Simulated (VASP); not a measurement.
A run of VASP 6.6.1:

POSCAR

```
InP
1.0
    0.0000000000      2.9348833962      2.9537876370
    2.9348833962      0.0000000000      2.9537876370
    2.9348833962      2.9348833962      0.0000000000
In P
1 1
Direct
    0.0000000000      0.0000000000      0.0000000000
    0.2500000000      0.2500000000      0.2500000000
```

File INCAR.step1:

```
PREC     = Accurate       # precision mode
ENCUT    = 520            # plane-wave cutoff, eV
ISMEAR   = 0              # smearing method
SIGMA    = 0.01           # smearing width, eV
LREAL    = False          # projectors in reciprocal space
LASPH    = True           # aspherical terms in the spheres
NELM     = 100            # most SCF steps
NBANDS   = 16             # bands
GGA      = PE             # functional
ALGO     = Normal         # electronic algorithm
EDIFF    = 1E-4           # SCF threshold, eV
LWAVE    = True           # write WAVECAR
LCHARG   = False          # write CHGCAR
```

INCAR.step2

```
PREC     = Accurate       # precision mode
ENCUT    = 520            # plane-wave cutoff, eV
EDIFF    = 1E-6           # SCF threshold, eV
ISMEAR   = 0              # smearing method
SIGMA    = 0.01           # smearing width, eV
LREAL    = False          # projectors in reciprocal space
LASPH    = True           # aspherical terms in the spheres
NELM     = 100            # most SCF steps
ALGO     = Normal         # electronic algorithm
ISIF     = 2              # what is computed and relaxed
LWAVE    = False          # write WAVECAR
LCHARG   = True           # write CHGCAR
METAGGA  = R2SCAN         # meta-GGA
LMIXTAU  = True         
LELF     = True           # ELF
LVHAR    = True         
NBANDS   = 16             # bands
ISTART   = 1
```

The input KPOINTS:

```
Automatic mesh
0
Gamma
  8 8 8
```

Potentials or basis: VASP PAW PBE potentials, release 64 (In_d, P).

Launch:

```bash
$ cat potpaw_PBE.64/In_d/POTCAR potpaw_PBE.64/P/POTCAR > POTCAR
$ cp INCAR.step1 INCAR
$ mpirun -np 1 vasp_std > vasp.out
$ cp INCAR.step2 INCAR
$ mpirun -np 1 vasp_std > vasp.out
```

Hardware: 1 thread of Intel(R) Xeon(R) Platinum 8488C (Sapphire Rapids) (shared host).

Problem. How long does it take, and how much memory?

Solution. Run time: 2 min on 1 thread of Intel(R) Xeon(R) Platinum 8488C (Sapphire Rapids) (shared host), peak memory 0.21 GiB. Counts: scf iterations 8, k points 59.
